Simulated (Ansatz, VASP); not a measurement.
# MgO in VASP and in Ansatz

Contents of INCAR:

```
ALGO     = Normal         # electronic algorithm
EDIFF    = 1E-6           # SCF threshold, eV
ENCUT    = 520            # plane-wave cutoff, eV
GGA      = PE             # functional
ISIF     = 2              # what is computed and relaxed
ISMEAR   = -1             # smearing method
LASPH    = T              # aspherical terms in the spheres
LCHARG   = F              # write CHGCAR
LREAL    = F              # projectors in reciprocal space
LWAVE    = F              # write WAVECAR
NBANDS   = 11             # bands
NELM     = 100            # most SCF steps
PREC     = Accurate       # precision mode
SIGMA    = 0.08           # smearing width, eV
```

Contents of KPOINTS:

```
k-points
0
Gamma
  13 13 13
```

The input POSCAR:

```
MgO
1.0
    0.0000000000      2.2904179488      2.2904179488
    2.2904179488      0.0000000000      2.2904179488
    2.2904179488      2.2904179488      0.0000000000
Mg O
1 1
Direct
    0.0000000000      0.0000000000      0.0000000000
    0.2500000000      0.2500000000      0.2500000000
```

Input for Ansatz:

```yaml
crystal:
  lattice:
    - [0.0, 2.2904179488, 2.2904179488]
    - [2.2904179488, 0.0, 2.2904179488]
    - [2.2904179488, 2.2904179488, 0.0]
  atoms:
    - { symbol: Mg, position: [0.0, 0.0, 0.0] }
    - { symbol: O, position: [0.25, 0.25, 0.25] }
kpoints:
  mp_grid: { grid: [13, 13, 13] }
scf:
  occupations: { method: fermi_dirac, width: 0.08 }
hamiltonian:
  xc: pbe
  pseudopotentials: { kind: all_electron, lapw: { basis_error: 0.0005 } }
output:
  forces: true
  stress: true
  eigenvalues: true
```

Change from the starting cell: volume scaled by 0.98.

Alike in both runs: task single point; functional PBE; k mesh 13 × 13 × 13; occupations fermi-dirac, width 0.08 eV; no spin polarisation.

```csv
,VASP,Ansatz
version,VASP 6.6.1,Ansatz 0.2.0
potentials or method,"VASP PAW PBE potentials, release 64 (Mg, O)","all-electron LAPW, scalar-relativistic"
plane-wave cutoff (eV),520,see its input
```

|  | VASP | Ansatz | Ansatz less VASP |
| --- | --- | --- | --- |
| gap on the k mesh at the Fermi level (eV) | 3.58 | 3.59 | +0.009 |
| pressure (GPa) | 2.1 | 2.5 | +0.40 |

Ansatz ran all-electron here, so the differences hold the error of VASP's frozen core and of both bases.

Caveats: an odd mesh through Γ misses points on the zone boundary, where band edges often lie.
